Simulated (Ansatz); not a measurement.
# Dielectric response of CaS (001) films

How well do thin rocksalt CaS (001) films screen a perpendicular field?

Calculated with Ansatz 0.2.0; plane-wave DFT, PBEsol, Ansatz PAW.

### 1. The structure

The cell holds 6 atoms: 3 Ca and 3 S. Its edges and angles: a = 4.023 Å, b = 4.023 Å, c = 23.690 Å, α = 90.0°, β = 90.0°, γ = 90.0°. It derives from CaS (rocksalt CaS). Vacuum lies along c.

As a file:

```cif
data_structure
_symmetry_space_group_name_H-M 'P 1'
_symmetry_Int_Tables_number 1
_cell_length_a 4.0234
_cell_length_b 4.0234
_cell_length_c 23.6900
_cell_angle_alpha 90.000
_cell_angle_beta 90.000
_cell_angle_gamma 90.000
_cell_volume 383.49
loop_
_atom_site_label
_atom_site_type_symbol
_atom_site_fract_x
_atom_site_fract_y
_atom_site_fract_z
_atom_site_occupancy
Ca1 Ca 0.50000 0.50000 0.37991 1
S2 S 0.00000 0.00000 0.37991 1
Ca3 Ca 0.00000 0.00000 0.50000 1
S4 S 0.50000 0.50000 0.50000 1
Ca5 Ca 0.50000 0.50000 0.62009 1
S6 S 0.00000 0.00000 0.62009 1
```

### 2. Relaxing the film, 6 atoms, units 3

The structure is relaxed first, because levels and dipoles at a surface follow the positions of the outer atoms.

Contents of input.yaml:

```yaml
crystal:
  lattice:
    - [4.02343758, 0.0, 0.0]
    - [0.0, 4.02343758, 0.0]
    - [0.0, 0.0, 23.69]
  atoms:
    - { symbol: Ca, position: [0.5, 0.5, 0.3799071338] }
    - { symbol: S, position: [0.0, 0.0, 0.3799071338] }
    - { symbol: Ca, position: [0.0, 0.0, 0.5] }
    - { symbol: S, position: [0.5, 0.5, 0.5] }
    - { symbol: Ca, position: [0.5, 0.5, 0.6200928662] }
    - { symbol: S, position: [0.0, 0.0, 0.6200928662] }
kpoints:
  mp_grid: { grid: [8, 8, 1] }
hamiltonian:
  xc: pbesol
scf:
  occupations: { method: fixed }
  convergence: { dr2_threshold: 1.0e-09 }
efield:
  axis: 3
  dipole_correction: true
  ramp_position: 0.97
  ramp_width: 0.06
relax:
  f_tol: 0.003
  max_steps: 100
output:
  write_potential: true
  write_density: true
  volumetric_format: npy
```

Run with:

```bash
$ ansatz run input.yaml --threads 4 --pin off --max-ram 12288MiB --backend cpu --events-out ev --progress --plain --runs-dir out
```

Numbers of over 12 decimals in the logs are rounded to 6 here.

Output:

```text
Engine: ansatz 0.2.0, aarch64-unknown-linux-gnu
Pseudopotentials: kind: paw
Pseudopotential: Ca, paw, valence charge 10, recommended cutoff 420 eV (normal), Ca.paw.azcp
Pseudopotential: S, paw, valence charge 6, recommended cutoff 420 eV (normal), S.paw.azcp
Functional definition: PBEsol
  exchange = pbesol_x
  correlation = pbesol_c
Crystal: 6 atoms, lattice volume = 383.495 Å³
Basis set: ecut = 420 eV, 7495 PW (Γ), exchange–correlation on 54×54×320 points (8 copies of the dense FFT grid, shifted against one another)
Bands: 30, of which v1, the nominal top of the filled ones, is band 24 counted from 1 (23 counted from 0)
Symmetry: 8 space group operations
k-points: 15 of 64
Non-local potential: Ca, projectors of the file, l = 0: 3, l = 1: 2, l = 2: 2
Non-local potential: S, projectors of the file, l = 0: 2, l = 1: 2, l = 2: 2
PAW form: soft (Blöchl's): semilocal exchange-correlation on the pseudo side does not see the compensation charge
PAW frozen core: Ca, regenerated for the run's functional, and the local potential with it (the file was generated under x = pbe(κ = 0.804, μ = 0.219515), c = pbe(β = 0.066725))
PAW frozen core: S, regenerated for the run's functional, and the local potential with it (the file was generated under x = pbe(κ = 0.804, μ = 0.219515), c = pbe(β = 0.066725))
PAW one-centre angular grid: Ca, 110 points (default); XC on 64 Gauss nodes
PAW one-centre angular grid: S, 110 points (default); XC on 64 Gauss nodes
Initial density: superposition of atomic densities (neutral atoms: chi_scale 0, normalization atom), corrected by the library's trained network
Initial wavefunctions: pseudopotential atomic-orbital guess
Functional: x = pbesol(κ = 0.804, μ = 0.123457), c = pbesol(β = 0.046)
SCF iter   1: F=—  HF=-8048.084382 eV  |F-HF|=—  |Δ(HF+E_count)|=         —  Δρ=2.48e-3  dr2=5.10e-2  ethr=1.77e-3  p=0.000 e·Å  D=2.49e-14 V/Å  ΔV_dip=-0.00 eV  dr2_dipole=1.14e-10  V_vac-E_F(+/−)=4.44/4.44 eV  ⟨swp⟩=7.2  Hψ=2021  notcnv=0  defer=53
efield: sawtooth ramp at fractional position 0.9700 (set: `efield.ramp_position`, or a place that a band, a saddle search or an elastic batch's reference lends), width 0.0600; the density the first Hamiltonian is built on has a dipole p = 0.000 e·Å; the dipole correction subtracts the counter field D = 2.49e-14 V/Å, which shifts the + side's vacuum level by -0.00 eV against the − side's; the planar-averaged density in the ramp window peaks in size at 4.6e-6 e/Å³
preconditioner: auto → Resta (q_TF=auto, 1.930 Å⁻¹)  ε∞=2.4  [insulator: Δε(μ)=2.375 eV  Ē_g=7.985 eV  n_scr=50 (ndim 8)  ℏωp=9.3 eV  f_vac=0.592  ε∞_Penn≈2.4  vacuum switching on, ρ_ref=4.6e-3 e/Å³]
SCF iter   2: F=—  HF=-8048.072518 eV  |F-HF|=—  |Δ(HF+E_count)|=   1.19e-2  Δρ=8.78e-4  dr2=3.05e-3  ethr=1.06e-4  p=0.000 e·Å  D=1.58e-6 V/Å  ΔV_dip=-0.00 eV  dr2_dipole=9.25e-11  V_vac-E_F(+/−)=4.49/4.49 eV  ⟨swp⟩=3.2  Hψ=776  notcnv=0  defer=59
density mixer auto → msr1: gapped (density of states about μ 0.01 of a free-electron gas's, 50 screened modes)
SCF iter   3: F=—  HF=-8048.072410 eV  |F-HF|=—  |Δ(HF+E_count)|=   1.08e-4  Δρ=3.34e-4  dr2=3.96e-4  ethr=6.36e-6  p=-0.000 e·Å  D=-9.40e-7 V/Å  ΔV_dip=0.00 eV  dr2_dipole=2.29e-11  V_vac-E_F(+/−)=4.52/4.52 eV  ⟨swp⟩=3.5  Hψ=822  notcnv=0  defer=60
SCF iter   4: F=—  HF=-8048.072572 eV  |F-HF|=—  |Δ(HF+E_count)|=   1.62e-4  Δρ=8.99e-5  dr2=3.95e-5  ethr=8.24e-7  p=0.000 e·Å  D=8.52e-7 V/Å  ΔV_dip=-0.00 eV  dr2_dipole=2.21e-11  V_vac-E_F(+/−)=4.53/4.53 eV  ⟨swp⟩=3.0  Hψ=620  notcnv=0  defer=60
SCF iter   5: F=—  HF=-8048.072593 eV  |F-HF|=—  |Δ(HF+E_count)|=   2.18e-5  Δρ=2.23e-5  dr2=2.87e-6  ethr=8.22e-8  p=-0.000 e·Å  D=-5.46e-7 V/Å  ΔV_dip=0.00 eV  dr2_dipole=1.16e-11  V_vac-E_F(+/−)=4.54/4.54 eV  ⟨swp⟩=2.0  Hψ=626  notcnv=0  defer=58
SCF iter   6: F=—  HF=-8048.072751 eV  |F-HF|=—  |Δ(HF+E_count)|=   1.58e-4  Δρ=6.10e-6  dr2=1.31e-7  ethr=5.98e-9  p=0.000 e·Å  D=2.76e-7 V/Å  ΔV_dip=-0.00 eV  dr2_dipole=2.36e-12  V_vac-E_F(+/−)=4.54/4.54 eV  ⟨swp⟩=2.1  Hψ=595  notcnv=0  defer=54
SCF iter   7: F=—  HF=-8048.072751 eV  |F-HF|=—  |Δ(HF+E_count)|=   2.62e-7  Δρ=1.64e-6  dr2=1.36e-8  ethr=2.73e-10  p=-0.000 e·Å  D=-4.19e-7 V/Å  ΔV_dip=0.00 eV  dr2_dipole=5.77e-12  V_vac-E_F(+/−)=4.54/4.54 eV  ⟨swp⟩=2.3  Hψ=642  notcnv=0  defer=54
SCF iter   8: F=—  HF=-8048.072751 eV  |F-HF|=—  |Δ(HF+E_count)|=   7.59e-9  Δρ=4.24e-7  dr2=1.05e-9  ethr=2.84e-11  p=0.000 e·Å  D=2.69e-7 V/Å  ΔV_dip=-0.00 eV  dr2_dipole=2.60e-12  V_vac-E_F(+/−)=4.54/4.54 eV  ⟨swp⟩=2.0  Hψ=607  notcnv=0  defer=54
SCF iter   9: F=-8048.072751 eV  HF=-8048.072751 eV  |F-HF|=1.44e-10  |Δ(HF+E_count)|=  6.08e-10  Δρ=1.06e-7  dr2=6.53e-11  ethr=2.08e-12  p=-0.000 e·Å  D=-2.01e-7 V/Å  ΔV_dip=0.00 eV  dr2_dipole=1.47e-12  V_vac-E_F(+/−)=4.54/4.54 eV  ⟨swp⟩=7.8  Hψ=2497  notcnv=0
SCF 1 converged in 9 iterations: F = -8048.072751 eV  dr2 = 6.53e-11
  greatest PAW one-centre occupation: 0.995 electrons in one spin orbital (limit 2), on the Ca atom at site 2 (counted from 0), in its partial waves of l = 0
relax step   1: F+E_penalty+E_count = -8048.07275148 eV  Δ(F+E_penalty+E_count) = +0.000e0 eV  max|allowed force component| = 4.877e-1 eV/Å  Δτ_max = 0.0000 Å  (9 SCF iters, accepted)
Initial density: handed on by an earlier stage of this run
Initial wavefunctions: those handed on with the density
iter 1 solved again at ethr=2.14e-4 eV; its pass at ethr=3.10e-3 eV (dr2=1.03e-1 eV) is discarded
SCF iter   1: F=—  HF=-8048.039103 eV  |F-HF|=—  |Δ(HF+E_count)|=         —  Δρ=3.95e-3  dr2=1.03e-1  ethr=2.14e-4  p=-0.000 e·Å  D=-2.01e-7 V/Å  ΔV_dip=0.00 eV  dr2_dipole=2.04e-11  V_vac-E_F(+/−)=4.64/4.64 eV  ⟨swp⟩=1.9  Hψ=2197  notcnv=0  defer=57
efield: sawtooth ramp at fractional position 0.9700 (set: `efield.ramp_position`, or a place that a band, a saddle search or an elastic batch's reference lends), width 0.0600; the density the first Hamiltonian is built on has a dipole p = -0.000 e·Å; the dipole correction subtracts the counter field D = -2.01e-7 V/Å, which shifts the + side's vacuum level by +0.00 eV against the − side's; the planar-averaged density in the ramp window peaks in size at 8.5e-8 e/Å³
preconditioner: auto → Resta (q_TF=auto, 1.930 Å⁻¹)  ε∞=2.3  [insulator: Δε(μ)=2.370 eV  Ē_g=8.169 eV  n_scr=50 (ndim 8)  ℏωp=9.3 eV  f_vac=0.608  ε∞_Penn≈2.3  vacuum switching on, ρ_ref=4.8e-3 e/Å³]
[...]
SCF iter   4: F=—  HF=-8048.122828 eV  |F-HF|=—  |Δ(HF+E_count)|=   4.58e-4  Δρ=1.45e-4  dr2=1.32e-4  ethr=3.12e-6  p=-0.000 e·Å  D=-3.08e-7 V/Å  ΔV_dip=0.00 eV  dr2_dipole=2.13e-12  V_vac-E_F(+/−)=4.88/4.88 eV  ⟨swp⟩=2.5  Hψ=645  notcnv=0  defer=60  κ⁻¹=3.9e-3(r=3)
SCF iter   5: F=—  HF=-8048.122955 eV  |F-HF|=—  |Δ(HF+E_count)|=   1.26e-4  Δρ=5.12e-5  dr2=9.86e-6  ethr=2.75e-7  p=0.000 e·Å  D=2.24e-7 V/Å  ΔV_dip=-0.00 eV  dr2_dipole=1.43e-12  V_vac-E_F(+/−)=4.86/4.86 eV  ⟨swp⟩=2.0  Hψ=754  notcnv=0  defer=58  κ⁻¹=2.8e-4(r=4)
SCF iter   6: F=—  HF=-8048.122968 eV  |F-HF|=—  |Δ(HF+E_count)|=   1.38e-5  Δρ=1.36e-5  dr2=6.80e-7  ethr=2.05e-8  p=-0.000 e·Å  D=-1.43e-7 V/Å  ΔV_dip=0.00 eV  dr2_dipole=1.24e-12  V_vac-E_F(+/−)=4.85/4.85 eV  ⟨swp⟩=2.0  Hψ=607  notcnv=0  defer=51  κ⁻¹=5.0e-5(r=5)
SCF iter   7: F=—  HF=-8048.123135 eV  |F-HF|=—  |Δ(HF+E_count)|=   1.66e-4  Δρ=5.80e-6  dr2=1.08e-7  ethr=1.42e-9  p=0.000 e·Å  D=1.33e-7 V/Å  ΔV_dip=-0.00 eV  dr2_dipole=2.59e-13  V_vac-E_F(+/−)=4.85/4.85 eV  ⟨swp⟩=3.0  Hψ=835  notcnv=0  defer=48  κ⁻¹=4.9e-6(r=6)
SCF iter   8: F=—  HF=-8048.123135 eV  |F-HF|=—  |Δ(HF+E_count)|=   1.42e-7  Δρ=1.38e-6  dr2=6.14e-9  ethr=2.25e-10  p=-0.000 e·Å  D=-3.40e-8 V/Å  ΔV_dip=0.00 eV  dr2_dipole=2.55e-13  V_vac-E_F(+/−)=4.85/4.85 eV  ⟨swp⟩=2.3  Hψ=633  notcnv=0  defer=48  κ⁻¹=5.6e-7(r=7)
SCF iter   9: F=-8048.123135 eV  HF=-8048.123135 eV  |F-HF|=6.72e-10  |Δ(HF+E_count)|=   8.48e-9  Δρ=4.99e-7  dr2=5.90e-10  ethr=2.08e-12  p=0.000 e·Å  D=9.65e-8 V/Å  ΔV_dip=-0.00 eV  dr2_dipole=1.46e-14  V_vac-E_F(+/−)=4.85/4.85 eV  ⟨swp⟩=8.1  Hψ=2698  notcnv=0
SCF 3 converged in 9 iterations: F = -8048.123135 eV  dr2 = 5.90e-10
relax step   3: F+E_penalty+E_count = -8048.12313488 eV  Δ(F+E_penalty+E_count) = -5.038e-2 eV  max|allowed force component| = 3.316e-2 eV/Å  Δτ_max = 0.0952 Å  (9 SCF iters, accepted)
[...]
relax step   4: F+E_penalty+E_count = -8048.12373614 eV  Δ(F+E_penalty+E_count) = -6.013e-4 eV  max|allowed force component| = 1.080e-2 eV/Å  Δτ_max = 0.0136 Å  (8 SCF iters, accepted)
SCF iter   1: F=—  HF=-8048.123619 eV  |F-HF|=—  |Δ(HF+E_count)|=         —  Δρ=5.65e-5  dr2=8.77e-5  ethr=1.15e-6  p=-0.000 e·Å  D=-3.34e-8 V/Å  ΔV_dip=0.00 eV  dr2_dipole=1.45e-14  V_vac-E_F(+/−)=4.85/4.85 eV  ⟨swp⟩=2.2  Hψ=840  notcnv=0  defer=60
efield: sawtooth ramp at fractional position 0.9700 (set: `efield.ramp_position`, or a place that a band, a saddle search or an elastic batch's reference lends), width 0.0600; the density the first Hamiltonian is built on has a dipole p = -0.000 e·Å; the dipole correction subtracts the counter field D = -3.34e-8 V/Å, which shifts the + side's vacuum level by +0.00 eV against the − side's; the planar-averaged density in the ramp window peaks in size at 1.7e-8 e/Å³
preconditioner: auto → Resta (q_TF=auto, 1.930 Å⁻¹)  ε∞=2.3  [insulator: Δε(μ)=2.402 eV  Ē_g=8.063 eV  n_scr=50 (ndim 8)  ℏωp=9.3 eV  f_vac=0.597  ε∞_Penn≈2.3  vacuum switching on, ρ_ref=4.7e-3 e/Å³]
SCF iter   2: F=—  HF=-8048.123604 eV  |F-HF|=—  |Δ(HF+E_count)|=   1.50e-5  Δρ=2.28e-5  dr2=1.64e-6  ethr=1.83e-7  p=-0.000 e·Å  D=-7.25e-9 V/Å  ΔV_dip=0.00 eV  dr2_dipole=1.27e-15  V_vac-E_F(+/−)=4.85/4.85 eV  ⟨swp⟩=2.0  Hψ=684  notcnv=0  defer=51  κ⁻¹=1.0e0(r=1)
density mixer auto → broyden: gapped, where msr1 would fit the directions that read negative (density of states about μ 0.02 of a free-electron gas's, 50 screened modes)
SCF iter   3: F=—  HF=-8048.123762 eV  |F-HF|=—  |Δ(HF+E_count)|=   1.58e-4  Δρ=9.39e-6  dr2=3.69e-7  ethr=3.42e-9  p=-0.000 e·Å  D=-1.40e-8 V/Å  ΔV_dip=0.00 eV  dr2_dipole=1.50e-16  V_vac-E_F(+/−)=4.85/4.85 eV  ⟨swp⟩=2.0  Hψ=742  notcnv=0  defer=26  κ⁻¹=7.3e-3(r=2)
SCF iter   4: F=—  HF=-8048.123762 eV  |F-HF|=—  |Δ(HF+E_count)|=   5.16e-9  Δρ=2.09e-6  dr2=1.58e-8  ethr=7.69e-10  p=-0.000 e·Å  D=-1.21e-8 V/Å  ΔV_dip=0.00 eV  dr2_dipole=1.08e-14  V_vac-E_F(+/−)=4.85/4.85 eV  ⟨swp⟩=2.7  Hψ=695  notcnv=0  defer=26  κ⁻¹=3.4e-4(r=3)
SCF iter   5: F=—  HF=-8048.123762 eV  |F-HF|=—  |Δ(HF+E_count)|=   7.61e-9  Δρ=6.64e-7  dr2=1.42e-9  ethr=2.08e-12  p=-0.000 e·Å  D=-4.33e-8 V/Å  ΔV_dip=0.00 eV  dr2_dipole=5.16e-14  V_vac-E_F(+/−)=4.85/4.85 eV  ⟨swp⟩=8.3  Hψ=2702  notcnv=0  κ⁻¹=1.7e-5(r=4)
SCF iter   6: F=-8048.123762 eV  HF=-8048.123762 eV  |F-HF|=1.16e-10  |Δ(HF+E_count)|=  9.62e-10  Δρ=1.32e-7  dr2=8.39e-11  ethr=2.08e-12  p=0.000 e·Å  D=3.32e-8 V/Å  ΔV_dip=-0.00 eV  dr2_dipole=5.59e-14  V_vac-E_F(+/−)=4.85/4.85 eV  ⟨swp⟩=7.0  Hψ=2418  notcnv=0
SCF 5 converged in 6 iterations: F = -8048.123762 eV  dr2 = 8.39e-11
relax step   5: F+E_penalty+E_count = -8048.12376221 eV  Δ(F+E_penalty+E_count) = -2.608e-5 eV  max|allowed force component| = 1.192e-4 eV/Å  Δτ_max = 0.0026 Å  (6 SCF iters, accepted)
NSCF: frozen V_eff on 15 k-points
the search or the solves at the SCF's close seem to have found levels that the self-consistency loop had missed (the run counts 1). By its estimate they hold under 1e-12 electrons; where the run keeps them, the occupations were computed again with them
SCF converged after 6 iterations
Stability not checked: this state was not tested for a lower state beside it, because the mixer in use, unlike msr1, does not test its closes by its own steps (another_mixer; see scf.mixing.algorithm and scf.lower_state_search)
Free energy (F): -8048.123762 eV
Harris-Foulkes:  -8048.123762 eV  (|F-HF|=1.16e-10)
Internal energy: -8048.123762 eV  (E = F + TS)
E sigma→0 (E₀):  -8048.123762 eV
Fermi energy:    -0.966113 eV
Dipole field:    D = -0.000000 V/Å  (p = -0.000000 e·Å, saw-weighted, corrected)
Work function:   Φ+ = 4.8537 eV   Φ− = 4.8537 eV
Levels:          The Fermi level and band energies are counted from a zero that moves with the ramp; work functions are not
--- Per-component energies (eV) ---
  E_band       = -732.305942
  E_kinetic    = 1154.892774
  E_local      = -24773.301315  (includes V_loc(G=0)·N_el)
  E_nonlocal   = 278.463818
  E_hartree    = 11796.449078
  E_xc         = -698.062504
  E_vxc        = -775.944748  (∫ρ·V_xc dr)
  E_paw        = -4262.848832  (= ΣΔE_a)
  E_vpaw       = -209.313713  (= ΣTr[D̂ρ^β])
  E_aug_tail   = -0.000012  (compensation charges beyond the density's cutoff)
  E_efield     = 0.000000  (sawtooth field / dipole correction)
  E_vefield    = 0.000000  (∫n·V_field dr)
  E_ewald      = 8455.741002
  E_core_change = 0.542231  (= ΣΔE_core)
  E_smearing   = -0.000000  (= −TS)
  E_closure    = -0.000000  (closes the sum)
  Σ components = -8048.123762   (vs F -8048.123762, Δ=0.00e0)
--- Forces (eV/Å), atoms counted from 1 ---
  atom   1  Ca    -0.00000000     0.00000000    -0.00011406
  atom   2  S      0.00000000     0.00000000     0.00011923
  atom   3  Ca     0.00000000     0.00000000    -0.00000009
  atom   4  S     -0.00000000     0.00000000     0.00000081
  atom   5  Ca     0.00000000     0.00000000     0.00011340
  atom   6  S      0.00000000     0.00000000    -0.00011910
  max |Σ_I F_I| component: 1.93e-7 eV/Å
--- Band table (eV; the first three rows and the last of 15) ---
  k-point 0: bands = [... 20 lower, -1.1784, -1.1784, -0.9661, -0.9661, 1.4335, 2.0797, 2.4316, 2.8669, ... 2 higher]
  k-point 1: bands = [... 20 lower, -1.4212, -1.3672, -1.2977, -1.1210, 1.8385, 2.4165, 2.6202, 2.9971, ... 2 higher]
  k-point 2: bands = [... 20 lower, -1.8494, -1.5546, -1.5277, -1.4450, 2.6830, 2.8710, 3.0252, 3.3330, ... 2 higher]
  k-point 14: bands = [... 20 lower, -1.9856, -1.9856, -1.7264, -1.2728, 1.8159, 1.8159, 3.4672, 3.4672, ... 2 higher]
--- Relaxed structure (5 steps of the walk, 4 accepted, 0 SCFs on fresh bases) ---
  F+E_penalty+E_count = -8048.12376221 eV   max|allowed force component| = 1.192e-4 eV/Å
  atoms:
    - { symbol: Ca, position: [0.5, 0.5, 0.384385] }
    - { symbol: S, position: [0, 0.0, 0.380635] }
    - { symbol: Ca, position: [0, 0.0, 0.500000] }
    - { symbol: S, position: [0.5, 0.5, 0.500000] }
    - { symbol: Ca, position: [0.5, 0.5, 0.615615] }
    - { symbol: S, position: [0, 0.0, 0.619365] }
```

Elapsed: 18 s, on 4 threads of Arm Neoverse V1, shared host; peak memory 0.65 GiB; 70 s of CPU time.

The steps of the relaxation:

```csv
step,energy less that of the first step (eV),largest force component (eV/Å)
1,0.0000,0.4877
2,0.0303,0.7004
3,-0.0504,0.0332
4,-0.0510,0.0108
5,-0.0510,0.0001
```

Relaxation step 2 was tried and not accepted.

The run keeps the 8 symmetry operations that it works with, so distortions that break them were not tested.

The atoms that moved most (Å):

```csv
atom,dx,dy,dz,length
Ca1,0.000,0.000,0.106,0.106
Ca5,0.000,0.000,-0.106,0.106
S2,0.000,0.000,0.017,0.017
S6,0.000,0.000,-0.017,0.017
```

Final coordinates:

```xyz
6
Lattice="4.0234 0.0000 0.0000 0.0000 4.0234 0.0000 0.0000 0.0000 23.6900" Properties=species:S:1:pos:R:3
Ca    2.0117    2.0117    9.1061
S     0.0000    0.0000    9.0172
Ca    0.0000    0.0000   11.8450
S     2.0117    2.0117   11.8450
Ca    2.0117    2.0117   14.5839
S     0.0000    0.0000   14.6728
```

Numbers from this step:

* gap on the k-mesh: 2.400 eV
* dipole along the normal: -4.16e-7 e·Å
* ionisation energy, upper face: 4.854 eV
* electron affinity, upper face: 2.454 eV

Running mean over 2.845 Å of the planar mean; the ramp of the sawtooth is left out. The electron's electrostatic potential energy less the highest filled level by z:

z (Å), electron's electrostatic potential energy less the highest filled level (eV) and a bar from the least value:
```
      3.0       4.85 ##############################
      3.5       4.85 ##############################
      4.0       4.85 ##############################
      4.5       4.85 ##############################
      5.0       4.85 ##############################
      5.5       4.83 ##############################
      6.0       4.78 ##############################
      6.5       4.60 #############################
      7.0       3.85 ##########################
      7.5       1.78 ##################
      8.0      -0.79 ########
      8.5      -2.22 ###
      9.0      -2.59 ##
      9.5      -2.69 #
     10.0      -2.87 #
     10.5      -3.01 
     11.0      -2.89 
     11.5      -2.74 #
     12.0      -2.73 #
     12.5      -2.82 #
     13.0      -2.99 
     13.5      -2.95 
     14.0      -2.74 #
     14.5      -2.63 #
     15.0      -2.43 ##
     15.5      -1.51 ######
     16.0       0.78 ##############
     16.5       3.22 ########################
     17.0       4.42 ############################
     17.5       4.74 ##############################
     18.0       4.82 ##############################
     18.5       4.85 ##############################
     19.0       4.85 ##############################
     19.5       4.85 ##############################
     20.0       4.85 ##############################
     20.5       4.85 ##############################
```

The relaxation took 5 steps and lowered the energy by 0.051 eV; the largest force on the free atoms ends at 1.2e-4 eV/Å.

The gap is 2.40 eV, with the valence edge 4.85 eV and the conduction edge 2.45 eV under the upper vacuum level.

(Part 1 of 4 ends here.)

[Logs are printed without paths, hosts, clocks, repeated set-up lines and the standing remarks that a program may print on its own settings, such as how far it seeks lower states.]

[Hosts, paths, dates, database ids (printed as entryN), source tags and the programs' standing remarks are cut or masked in the printed files.]

[Maps of the electrostatic potential energy from Ansatz leave out the sawtooth potential of an applied field or a dipole correction, so their vacuum need not be flat; planar profiles and work functions include it.]
